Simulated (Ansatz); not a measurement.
Clean, relaxed (110) surface of AlCo, space group Pm-3m (No. 221) (top face towards +c; atoms held fixed, by place in the list: 1, 2, 3, 4):

```
CELL_PARAMETERS angstrom
2.82259 0.00000 0.00000
0.00000 3.99174 0.00000
0.00000 0.00000 22.98761
ATOMIC_POSITIONS crystal
Al 0.00000 0.50000 0.36976
Co 0.50000 0.00000 0.36976
Al 0.00000 0.00000 0.45659
Co 0.50000 0.50000 0.45659
Al 0.00000 0.50000 0.54335
Co 0.50000 0.00000 0.54261
Al 0.00000 0.00000 0.63448
Co 0.50000 0.50000 0.62641
```

All numbers below come from DFT PBEsol, scalar-relativistic, plane waves, PAW (Ansatz). Cutoff 420 eV; k points 10×7×1 on the computed 8-atom cell (Γ-centred); Gaussian smearing, width 0.10 eV; no spin polarisation. The cell repeats along c with a dipole correction in the vacuum.

H (atom) is adsorbed on the top face, one adsorbate per 11.3 Å², and relaxed from 3 starting sites (fractions of a and b). E_ads counts from the clean slab and the free adsorbate (spin-polarised where it has unpaired electrons); negative means bound. Heights count from the highest slab atom after relaxation. Δφ is the top face's. Δp counts per cell along +c. Bonded neighbours lie within 1.25 times the sum of covalent radii (1.35 for H) and, on that scale, within 12 % of the closest. With the adsorbate the cell is lengthened along c to keep the vacuum.

```tsv
start	ends at	E_ads (eV)	height (Å)	shortest contact	Δφ (eV)	Δp (e·Å)
top (Al) at (0.00, 0.00)	(0.00, 0.00), 1 bonded neighbour (Al)	-1.50	1.64	H–Al 1.64 Å	+0.86	-0.052
hollow (Al-Co-Al) at (0.50, 0.17)	(0.50, 0.31), 1 bonded neighbour (Co)	-2.95	1.10	H–Co 1.53 Å	-0.04	+0.002
bridge (Al-Co) at (0.75, 0.25)	(0.00, 0.50), 2 bonded neighbours (Co)	-3.23	0.89	H–Co 1.71 Å	-0.29	+0.018
```

Among the sites tried, the lowest end comes from the bridge (Al-Co) at (0.75, 0.25) start; other sites may lie lower.

Each end is the local minimum or symmetric point that its start leads to. The slab is only 6.0 Å thick, so the energies aren't converged with thickness.

Spin polarisation was left out, and a magnetic state may lie lower.